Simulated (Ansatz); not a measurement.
**TiAl: two normal modes frozen in**

A grid of calculations on TiAl (P-6m2, No. 187; 4 atoms in the cell), to see where the energy is lowest and how it rises around there.

Computed with Ansatz 0.2.0 (DFT PBEsol, scalar-relativistic, plane waves, PAW, unless a step's input says otherwise).

2 further runs of the same task are left out: 2 set aside as unsound or not needed. Runs told in other sessions of the task aren't counted.

### Step 1. The starting structure

Symmetry: P-6m2, No. 187, hexagonal system. The conventional cell has a = 2.848 Å, b = 2.848 Å, c = 4.619 Å, α = 90.00°, β = 90.00°, γ = 120.00°. Around Ti (site symmetry -6m2) lie 6 Al at 2.83 Å and 6 Ti at 2.85 Å. Al (site symmetry -6m2) is surrounded by 6 Ti at 2.83 Å and 6 Al at 2.85 Å.

As a file:

```xyz
2
Lattice="2.8475 0.0000 0.0000 -1.4238 2.4660 0.0000 0.0000 0.0000 4.6192" Properties=species:S:1:pos:R:3 pbc="T T T"
Ti    0.0000    0.0000    0.0000
Al    0.0000    1.6440    2.3096
```

It goes back to an entry of the Materials Project, which need not be the stable form.

It is the result of an earlier relaxation at this level (volume 16.22 Å³/atom; gap on the mesh: none (metal)).

### Step 2. The zero of the map: the relaxed cell repeated 2 times

Contents of input.yaml:

```yaml
crystal:
  lattice:
    - [-2.8475477342, 0.0, 0.0]
    - [0.0, 4.9320973526, 0.0]
    - [1.4237738671, -2.4660486763, -4.6191923826]
  atoms:
    - { symbol: Ti, position: [0.5, 0.5, 0.0] }
    - { symbol: Ti, position: [0.0, 0.0, 0.0] }
    - { symbol: Al, position: [0.75, 0.0833333333, 0.5] }
    - { symbol: Al, position: [0.25, 0.5833333333, 0.5] }
basis:
  ecutwfc: 520.0
kpoints:
  mp_grid: { grid: [16, 16, 16] }
hamiltonian:
  xc: pbesol
  pseudopotentials: { kind: paw, azcp: { folder: soft_1 } }
scf:
  occupations: { method: gaussian, width: 0.15 }
output:
  forces: true
  stress: true
  eigenvalues: true
```

On the command line:

```
> ansatz run input.yaml --threads 2 --pin off --max-ram 4096MiB --backend cpu --events-out ev --progress --plain --runs-dir out
```

Output (excerpt; [...] marks lines left out):

```text
[...]
SCF converged after 8 iterations
Free energy (F): -5997.935930 eV
[...]
E sigma→0 (E₀):  -5997.906405 eV
Entropy (-TS):   -0.059050 eV (-14.762 meV/atom)
Fermi energy:    10.646667 eV
[...]
--- Forces (eV/Å), atoms counted from 1 ---
  atom   1  Ti     0.00000000    -0.00012047     0.00000000
  atom   2  Ti     0.00000000    -0.00012047     0.00000000
  atom   3  Al    -0.00000000     0.00012061     0.00000000
  atom   4  Al    -0.00000000     0.00012061     0.00000000
[...]
--- Stress (GPa, compression-positive) ---
        0.127844      -0.000000      -0.000000
       -0.000000       0.092541      -0.000000
       -0.000000      -0.000000      -0.121303
  P = ⅓ Tr σ = 0.0330 GPa (0.330 kbar)
--- Band table (eV; the first three rows and the last of 621) ---
  k-point 0: bands = ["-45.5501", "-45.4441", "-22.1710", "-21.9932", "-21.8920", "-21.6886", "-21.5453", "-21.5449", "1.6195", "6.9230", "8.2386", "8.3388", "8.7755", "8.8561", "11.2121", "11.6279", "11.9556", "11.9556", "12.5802"]
[...]
```

Run time: 87 s. Hardware: 2 threads of Arm Neoverse N1, shared host; peak memory 1.1 GiB.

### Step 3. Zone-centre phonons by finite displacements

input.yaml, as its differences from that of step 2:

```diff
@@ -20,4 +20,8 @@
 output:
-  forces: true
-  stress: true
   eigenvalues: true
+phonons:
+  method: fd
+  supercell: [1, 1, 1]
+  amplitude: 0.02
+  eigenvectors: true
+  dielectric: false
```

On the command line:

```
> ansatz run input.yaml --threads 2 --pin off --max-ram 4096MiB --backend cpu --events-out ev --progress --plain --runs-dir out
```

Output (excerpt; [...] marks lines left out):

```text
Warning: <dir> the record states the generating functional pbe (its physics header spells it `PBE`), which answers neither for hamiltonian.xc's functional nor for the pbesol family's — results may be inconsistent (PPs are generated against a specific XC)
[...]
Warning: RAYON_NUM_THREADS=2 ignored (pool sized by the plan → 2); use --threads N
[...]
Pseudopotentials: kind: paw
Pseudopotential: Ti, paw, valence charge 12, recommended cutoff 420 eV (normal), <dir>
Pseudopotential: Al, paw, valence charge 3, recommended cutoff 420 eV (normal), <dir>
Functional definition: PBEsol
[...]
Crystal: 4 atoms, lattice volume = 64.874 Å³
Basis set: ecut = 520 eV, 1761 PW (Γ), exchange–correlation on 48×80×90 points (8 copies of the dense FFT grid, shifted against one another)
Bands: 19, of which v1, the nominal top of the filled ones, is band 15 counted from 1 (14 counted from 0)
Symmetry: 8 space group operations
k-points: 621 of 4096 (time reversal used)
[...]
  atom   3  Al    -0.00000000     0.00012063     0.00000000
  atom   4  Al    -0.00000000     0.00012063     0.00000000
[...]
--- Band table (eV; the first three rows and the last of 621) ---
  k-point 0: bands = ["-45.5501", "-45.4442", "-22.1710", "-21.9932", "-21.8921", "-21.6886", "-21.5453", "-21.5450", "1.6195", "6.9230", "8.2386", "8.3388", "8.7755", "8.8561", "11.2121", "11.6278", "11.9556", "11.9556", "12.5801"]
[...]
--- Phonons: 4 displaced members + reference (amplitude 0.02 Å, Σ member SCF iterations 26) ---
  symmetry images taken by strict's conditions (phonons.symmetry_images: auto; settled by no image being taken that strict refuses)
  ASR residual: 2.957e-4 → 0.000e0 eV/Å²; symmetrization residual: 9.611e-4 eV/Å²
  largest component of a force at the reference: 1.2e-4 eV/Å
  ASR residual per site (eV/Å²): 2.96e-4 2.96e-4 1.56e-4 1.56e-4
  Γ frequencies (cm⁻¹): 0.00 0.00 0.00 93.48 182.59 182.69 188.30 192.59 220.55 299.07 310.66 342.10
  density of states and harmonic sums: on the 23×14×13 q-mesh, interpolated from the force constants of a 1×1×1 supercell (no non-analytic term)
  largest difference from the sums on the solved wave vectors: F 4.77e-1 eV, S 7.35e-4 and C_V 2.58e-4 eV/K
[...]
```

It took 17 min on 2 threads of Arm Neoverse N1, shared host; peak memory 3.2 GiB.

The modes, lowest first (cm⁻¹, without the LO–TO term): 1: 0, 2: 0, 3: 0, 4: 93, 5: 183, 6: 183, 7: 188, 8: 193, 9: 221, 10: 299, 11: 311, 12: 342. The cell doubles the primitive one, so its zone centre also holds the primitive cell's point q = (0, 1/2, 1/2). Three modes near zero are the rigid translations.

### Step 4. Plan of the scan

The energy is mapped over two normal modes frozen in (zone-centre modes of the cell shown, which folds in the wave vector (0, 1/2, 1/2) of the primitive cell).

- amplitude of mode 6 (183 cm⁻¹), largest displacement: 5 values from −0.170 to 0.170 Å
- amplitude of mode 11 (311 cm⁻¹), largest displacement: 5 values from −0.114 to 0.114 Å

Nothing else is relaxed (the cell and all other modes fixed). Energies count from the relaxed high-symmetry cell. Points are written as (first, second).

Displacement patterns for an amplitude of 1 (Å):

| atom | x1 | y1 | z1 | x2 | y2 | z2 |
| --- | --- | --- | --- | --- | --- | --- |
| Ti1 | 0.000 | -0.564 | 0.000 | 0.000 | 0.000 | 0.344 |
| Ti2 | 0.000 | -0.564 | 0.000 | 0.000 | 0.000 | -0.344 |
| Al3 | 0.000 | 1.000 | 0.000 | 0.000 | 1.000 | 0.000 |
| Al4 | 0.000 | 1.000 | 0.000 | 0.000 | -1.000 | 0.000 |

Below, 8 of the grid's runs; all are launched alike.

### Step 5. The run at (0.170 Å, 0.000 Å)

Contents of input.yaml:

```yaml
crystal:
  lattice:
    - [-2.8475477342, 0.0, 0.0]
    - [0.0, 4.9320973526, 0.0]
    - [1.4237738671, -2.4660486763, -4.6191923826]
  atoms:
    - { symbol: Ti, position: [0.5, 0.4805711194, 0.0] }
    - { symbol: Ti, position: [0.0, -0.0194288806, 0.0] }
    - { symbol: Al, position: [0.75, 0.1178014283, 0.5] }
    - { symbol: Al, position: [0.25, 0.6178014283, 0.5] }
basis:
  ecutwfc: 520.0
kpoints:
  mp_grid: { grid: [16, 16, 16] }
hamiltonian:
  xc: pbesol
  pseudopotentials: { kind: paw, azcp: { folder: soft_1 } }
scf:
  occupations: { method: gaussian, width: 0.15 }
output:
  forces: true
  stress: true
  eigenvalues: true
```

On the command line:

```
> ansatz run input.yaml --threads 2 --pin off --max-ram 4096MiB --backend cpu --events-out ev --progress --plain --runs-dir out
```

Output (excerpt; [...] marks lines left out):

```text
Warning: <dir> the record states the generating functional pbe (its physics header spells it `PBE`), which answers neither for hamiltonian.xc's functional nor for the pbesol family's — results may be inconsistent (PPs are generated against a specific XC)
[...]
Warning: RAYON_NUM_THREADS=2 ignored (pool sized by the plan → 2); use --threads N
[...]
[... 4 set-up lines as earlier in the session ...]
[...]
Crystal: 4 atoms, lattice volume = 64.874 Å³
Basis set: ecut = 520 eV, 1761 PW (Γ), exchange–correlation on 48×80×90 points (8 copies of the dense FFT grid, shifted against one another)
Bands: 19, of which v1, the nominal top of the filled ones, is band 15 counted from 1 (14 counted from 0)
[... 1 set-up line as earlier in the session ...]
Space group: Amm2 (ITA 38), of the structure as read, at distance tolerance 4.0e-5 Å
k-points: 621 of 4096 (time reversal used)
[...]
SCF iter   8: F=-5997.821771 eV  HF=-5997.821771 eV  |F-HF|=2.44e-9  |Δ(HF+E_count)|=   1.92e-8  Δρ=2.13e-6  dr2=3.49e-9  ethr=3.33e-10  ⟨swp⟩=3.7  Hψ=34471  notcnv=0
[...]
SCF converged after 8 iterations
Free energy (F): -5997.821771 eV
[...]
E sigma→0 (E₀):  -5997.793144 eV
Entropy (-TS):   -0.057252 eV (-14.313 meV/atom)
Fermi energy:    10.642336 eV
[...]
--- Forces (eV/Å), atoms counted from 1 ---
  atom   1  Ti     0.00000000     0.36091422     0.00000000
  atom   2  Ti     0.00000000     0.36091422     0.00000000
  atom   3  Al    -0.00000000    -0.36091297     0.00000000
  atom   4  Al    -0.00000000    -0.36091297     0.00000000
[...]
--- Stress (GPa, compression-positive) ---
        4.620857      -0.000000      -0.000000
       -0.000000      -4.443398      -0.000000
       -0.000000      -0.000000       1.427553
  P = ⅓ Tr σ = 0.5350 GPa (5.350 kbar)
--- Band table (eV; the first three rows and the last of 621) ---
  k-point 0: bands = ["-45.5432", "-45.4373", "-22.1725", "-21.9878", "-21.8879", "-21.6740", "-21.5490", "-21.5304", "1.6182", "6.9336", "8.3430", "8.3894", "8.6372", "8.8597", "11.3597", "11.6622", "11.9413", "11.9763", "12.5394"]
[...]
```

Run time: 85 s. Hardware: 2 threads of Arm Neoverse N1, shared host; peak memory 1.1 GiB.

On the map this point reads 114 meV.

### Step 6. A further run, with the input changed

input.yaml, as its differences from that of step 5:

```diff
@@ -6,3 +6,3 @@
   atoms:
-    - { symbol: Ti, position: [0.5, 0.4805711194, 0.0] }
+    - { symbol: Ti, position: [0.5, 0.4805711194, 0.0], spin: 2.0 }
     - { symbol: Ti, position: [0.0, -0.0194288806, 0.0] }
@@ -19,5 +19,6 @@
   occupations: { method: gaussian, width: 0.15 }
+  max_iter: 60
 output:
   forces: true
+  eigenvalues: true
   stress: true
-  eigenvalues: true
```

On the command line:

```
> ansatz run input.yaml --threads 2 --pin off --max-ram 4096MiB --backend cpu --events-out ev --progress --plain --runs-dir out
```

Output:

```text
Error: inconsistent input (magnetization.spin_polarized): false but per-atom `spin:`, `per_species`, `initial_magnetization`, `magnetic_field`, or `spin_locking` is set
```

Run time: 0.03 s. Hardware: 2 threads of Arm Neoverse N1, shared host; peak memory 0.031 GiB.

### Step 7. Why it ended so

Nothing was computed: the input was turned down at the start. The line that matters: «inconsistent input (magnetization.spin_polarized): false but per-atom `spin:`, `per_species`, `initial_magnetization`, `magnetic_field`, or `spin_locking` is set»

Starting moments are given, but spin polarisation is off.

The cure: switch spin polarisation on, or remove the moments.

### Step 8. Point (−0.170 Å, 0.000 Å)

input.yaml, as its differences from that of step 5:

```diff
@@ -6,6 +6,6 @@
   atoms:
-    - { symbol: Ti, position: [0.5, 0.4805711194, 0.0] }
-    - { symbol: Ti, position: [0.0, -0.0194288806, 0.0] }
-    - { symbol: Al, position: [0.75, 0.1178014283, 0.5] }
-    - { symbol: Al, position: [0.25, 0.6178014283, 0.5] }
+    - { symbol: Ti, position: [0.5, 0.5194288806, 0.0] }
+    - { symbol: Ti, position: [0.0, 0.0194288806, 0.0] }
+    - { symbol: Al, position: [0.75, 0.0488652383, 0.5] }
+    - { symbol: Al, position: [0.25, 0.5488652383, 0.5] }
 basis:
```

On the command line:

```
> ansatz run input.yaml --threads 2 --pin off --max-ram 4096MiB --backend cpu --events-out ev --progress --plain --runs-dir out
```

Output (excerpt; [...] marks lines left out):

```text
[...]
SCF converged after 8 iterations
Free energy (F): -5997.757249 eV
[...]
E sigma→0 (E₀):  -5997.728601 eV
Entropy (-TS):   -0.057295 eV (-14.324 meV/atom)
Fermi energy:    10.643240 eV
[...]
--- Forces (eV/Å), atoms counted from 1 ---
  atom   1  Ti     0.00000000    -0.71684998     0.00000000
  atom   2  Ti     0.00000000    -0.71684998     0.00000000
  atom   3  Al    -0.00000000     0.71684929     0.00000000
  atom   4  Al    -0.00000000     0.71684929     0.00000000
[...]
--- Stress (GPa, compression-positive) ---
       -3.886004      -0.000000       0.000000
       -0.000000       3.795225      -0.000000
        0.000000      -0.000000       2.444994
  P = ⅓ Tr σ = 0.7847 GPa (7.847 kbar)
--- Band table (eV; the first three rows and the last of 621) ---
  k-point 0: bands = ["-45.5381", "-45.4320", "-22.1546", "-21.9830", "-21.8809", "-21.6887", "-21.5449", "-21.5268", "1.6180", "6.9133", "8.1410", "8.3458", "8.8600", "8.9196", "11.0379", "11.5915", "11.9503", "11.9734", "12.6155"]
[...]
```

Run time: 85 s. Hardware: 2 threads of Arm Neoverse N1, shared host; peak memory 1.1 GiB.

On the map this point reads 179 meV.

### Step 9. Grid point (−0.085 Å, 0.000 Å)

input.yaml, as its differences from that of step 8:

```diff
@@ -6,6 +6,6 @@
   atoms:
-    - { symbol: Ti, position: [0.5, 0.5194288806, 0.0] }
-    - { symbol: Ti, position: [0.0, 0.0194288806, 0.0] }
-    - { symbol: Al, position: [0.75, 0.0488652383, 0.5] }
-    - { symbol: Al, position: [0.25, 0.5488652383, 0.5] }
+    - { symbol: Ti, position: [0.5, 0.5097144403, 0.0] }
+    - { symbol: Ti, position: [0.0, 0.0097144403, 0.0] }
+    - { symbol: Al, position: [0.75, 0.0660992858, 0.5] }
+    - { symbol: Al, position: [0.25, 0.5660992858, 0.5] }
 basis:
```

On the command line:

```
> ansatz run input.yaml --threads 2 --pin off --max-ram 4096MiB --backend cpu --events-out ev --progress --plain --runs-dir out
```

Output (excerpt; [...] marks lines left out):

```text
Warning: <dir> the record states the generating functional pbe (its physics header spells it `PBE`), which answers neither for hamiltonian.xc's functional nor for the pbesol family's — results may be inconsistent (PPs are generated against a specific XC)
[...]
Warning: RAYON_NUM_THREADS=2 ignored (pool sized by the plan → 2); use --threads N
[...]
[... 4 set-up lines as earlier in the session ...]
[...]
Crystal: 4 atoms, lattice volume = 64.874 Å³
Basis set: ecut = 520 eV, 1761 PW (Γ), exchange–correlation on 48×80×90 points (8 copies of the dense FFT grid, shifted against one another)
Bands: 19, of which v1, the nominal top of the filled ones, is band 15 counted from 1 (14 counted from 0)
[... 2 set-up lines as earlier in the session ...]
k-points: 621 of 4096 (time reversal used)
[...]
SCF iter   8: F=-5997.894578 eV  HF=-5997.894578 eV  |F-HF|=2.63e-9  |Δ(HF+E_count)|=   1.95e-8  Δρ=2.16e-6  dr2=3.70e-9  ethr=3.33e-10  ⟨swp⟩=3.8  Hψ=34559  notcnv=0
[...]
SCF converged after 8 iterations
Free energy (F): -5997.894578 eV
[...]
E sigma→0 (E₀):  -5997.865327 eV
Entropy (-TS):   -0.058502 eV (-14.626 meV/atom)
Fermi energy:    10.646008 eV
[...]
--- Forces (eV/Å), atoms counted from 1 ---
  atom   1  Ti     0.00000000    -0.32477342     0.00000000
  atom   2  Ti     0.00000000    -0.32477342     0.00000000
  atom   3  Al    -0.00000000     0.32477300     0.00000000
  atom   4  Al    -0.00000000     0.32477300     0.00000000
[...]
--- Stress (GPa, compression-positive) ---
       -1.990318      -0.000000       0.000000
       -0.000000       2.152600      -0.000000
        0.000000      -0.000000       0.468197
  P = ⅓ Tr σ = 0.2102 GPa (2.102 kbar)
--- Band table (eV; the first three rows and the last of 621) ---
  k-point 0: bands = ["-45.5472", "-45.4412", "-22.1650", "-21.9908", "-21.8891", "-21.6911", "-21.5474", "-21.5382", "1.6190", "6.9177", "8.1805", "8.3405", "8.8494", "8.8570", "11.1260", "11.6106", "11.9505", "11.9639", "12.5991"]
[...]
```

Run time: 86 s. Hardware: 2 threads of Arm Neoverse N1, shared host; peak memory 1.1 GiB.

That is 41 meV from the zero.

### Step 10. Variant: ecutrho_ratio 12, occupations.method tetrahedron_uncorrected, width left out

input.yaml, as its differences from that of step 9:

```diff
@@ -12,2 +12,3 @@
   ecutwfc: 520.0
+  ecutrho_ratio: 12
 kpoints:
@@ -18,6 +19,6 @@
 scf:
-  occupations: { method: gaussian, width: 0.15 }
+  occupations: { method: tetrahedron_uncorrected }
 output:
   forces: true
+  eigenvalues: true
   stress: true
-  eigenvalues: true
```

On the command line:

```
> ansatz run input.yaml --threads 2 --pin off --max-ram 4096MiB --backend cpu --events-out ev --progress --plain --runs-dir out
```

Output (excerpt; [...] marks lines left out):

```text
Warning: <dir> the record states the generating functional pbe (its physics header spells it `PBE`), which answers neither for hamiltonian.xc's functional nor for the pbesol family's — results may be inconsistent (PPs are generated against a specific XC)
[...]
Warning: RAYON_NUM_THREADS=2 ignored (pool sized by the plan → 2); use --threads N
[...]
[... 4 set-up lines as earlier in the session ...]
[...]
Crystal: 4 atoms, lattice volume = 64.874 Å³
Basis set: ecut = 520 eV, 1761 PW (Γ), exchange–correlation on 80×128×144 points (8 copies of the dense FFT grid, shifted against one another)
Bands: 19, of which v1, the nominal top of the filled ones, is band 15 counted from 1 (14 counted from 0)
[... 2 set-up lines as earlier in the session ...]
k-points: 621 of 4096 (time reversal used)
[...]
SCF iter   8: F=-5997.848749 eV  HF=-5997.848749 eV  |F-HF|=4.26e-9  |Δ(HF+E_count)|=   3.10e-8  Δρ=2.22e-6  dr2=5.22e-9  ethr=3.33e-10  ⟨swp⟩=4.1  Hψ=36245  notcnv=0
[...]
SCF converged after 8 iterations
Free energy (F): -5997.848749 eV
[...]
E sigma→0 (E₀):  -5997.848749 eV
Entropy (-TS):   -0.000040 eV (-0.010 meV/atom)
Fermi energy:    10.639802 eV
[...]
--- Forces (eV/Å), atoms counted from 1 ---
  atom   1  Ti     0.00000000    -0.32200969     0.00000000
  atom   2  Ti     0.00000000    -0.32200969     0.00000000
  atom   3  Al    -0.00000000     0.32201300     0.00000000
  atom   4  Al    -0.00000000     0.32201300     0.00000000
[...]
--- Stress (GPa, compression-positive) ---
       -2.225480      -0.000000       0.000000
        0.000000       2.238595      -0.000000
        0.000000      -0.000000       0.593505
  P = ⅓ Tr σ = 0.2022 GPa (2.022 kbar)
--- Band table (eV; the first three rows and the last of 621) ---
  k-point 0: bands = ["-45.5484", "-45.4424", "-22.1675", "-21.9893", "-21.8875", "-21.6935", "-21.5497", "-21.5408", "1.6195", "6.9177", "8.1817", "8.3407", "8.8479", "8.8570", "11.1252", "11.6112", "11.9483", "11.9616", "12.5991"]
[...]
```

Wall time 81 s (2 threads of Arm Neoverse N1, shared host); peak memory 1.2 GiB.

| run | ending | energy change | pressure (GPa) | gap (eV) | force (eV/Å) | cycles | time |
| --- | --- | --- | --- | --- | --- | --- | --- |
| step 9 | converged | 0 | 0.2 | 0.00 | 0.32 | 8 | 86 s |
| variant | converged | +4.1 meV/atom (σ→0) | 0.2 | 0.00 | 0.32 | 8 | 81 s |

Changing the numerical grids and smearing moves the energy by +4.1 meV/atom (σ→0 values).

### Step 11. Point (−0.170 Å, −0.057 Å)

input.yaml, as its differences from that of step 9:

```diff
@@ -6,6 +6,6 @@
   atoms:
-    - { symbol: Ti, position: [0.5, 0.5097144403, 0.0] }
-    - { symbol: Ti, position: [0.0, 0.0097144403, 0.0] }
-    - { symbol: Al, position: [0.75, 0.0660992858, 0.5] }
-    - { symbol: Al, position: [0.25, 0.5660992858, 0.5] }
+    - { symbol: Ti, position: [0.502120489, 0.5215493697, 0.0042409781] }
+    - { symbol: Ti, position: [-0.002120489, 0.0173083916, -0.0042409781] }
+    - { symbol: Al, position: [0.75, 0.0373082888, 0.5] }
+    - { symbol: Al, position: [0.25, 0.5604221878, 0.5] }
 basis:
```

On the command line:

```
> ansatz run input.yaml --threads 2 --pin off --max-ram 4096MiB --backend cpu --events-out ev --progress --plain --runs-dir out
```

Output (excerpt; [...] marks lines left out):

```text
[...]
SCF converged after 8 iterations
Free energy (F): -5997.714317 eV
[...]
E sigma→0 (E₀):  -5997.685921 eV
Entropy (-TS):   -0.056791 eV (-14.198 meV/atom)
Fermi energy:    10.648485 eV
[...]
--- Forces (eV/Å), atoms counted from 1 ---
  atom   1  Ti    -0.00000000    -0.72599230     0.41369132
  atom   2  Ti     0.00000000    -0.72599230    -0.41369132
  atom   3  Al    -0.00000000     1.34135491     0.00000000
  atom   4  Al    -0.00000000     0.11063009     0.00000000
[...]
--- Stress (GPa, compression-positive) ---
       -3.742744      -0.000000       0.000000
       -0.000000       4.208049      -0.000000
        0.000000      -0.000000       2.751707
  P = ⅓ Tr σ = 1.0723 GPa (10.723 kbar)
--- Band table (eV; the first three rows and the last of 621) ---
  k-point 0: bands = ["-45.5359", "-45.4298", "-22.1517", "-21.9839", "-21.8822", "-21.6850", "-21.5413", "-21.5244", "1.6029", "6.9128", "8.0658", "8.4292", "8.7896", "8.9838", "11.0428", "11.5868", "11.9540", "11.9757", "12.6113"]
[...]
```

Wall time 87 s (2 threads of Arm Neoverse N1, shared host); peak memory 1.1 GiB.

That is 222 meV from the zero.

(Part 1 of 2 ends here.)
